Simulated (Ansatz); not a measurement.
## Hg: strain and displacement

```
Hg
1.0
     1.73000    0.99882    2.23400
    -1.73000    0.99882    2.23400
     0.00000   -1.99763    2.23400
Hg
1
Direct
  0.00000 0.00000 0.00000
```

Conventional cell: a = 3.460 Å, b = 3.460 Å, c = 6.702 Å, α = 90.00°, β = 90.00°, γ = 120.00°. Hg (atom 1) is surrounded by 6 Hg at 3.00 Å.

The geometry is COD entry 1541226, unchecked; take it as a test cell.

Spin–orbit coupling is left out, though it moves levels of the heavy atoms by tenths of an eV or more.

The calculation used DFT, PBE, all-electron PAW with datasets made for the crystal, scalar-relativistic in Ansatz 0.2.0.

Settings: a Γ-centred 12×12×12 k mesh, Fermi–Dirac smearing of 0.03 eV, cutoff 260 eV (chosen by the program for this cell), no spin polarisation.

The unchanged cell is at 6.10 GPa.

In a metal, stresses and small energies carry noise from the k mesh.

x, y and z are the Cartesian axes of the cell as listed; fractional coordinates follow a strain, and an engineering shear is twice the off-diagonal strain component.

With equal xy, yz and zx engineering shear strains of +2 %: energy change +2 meV/atom; stress change (xx, yy, zz, yz, xz, xy) -0.15, 0.15, 0.04, -0.20, -0.44, -0.32 GPa, compression positive.

Problem. With this change (xy engineering shear strain of +1.5 %), what becomes of the energy and stress?

Solution. Energy change under 1 meV/atom; stress change (xx, yy, zz, yz, xz, xy) -0.02, 0.00, -0.05, 0.01, -0.19, 0.02 GPa, compression positive.
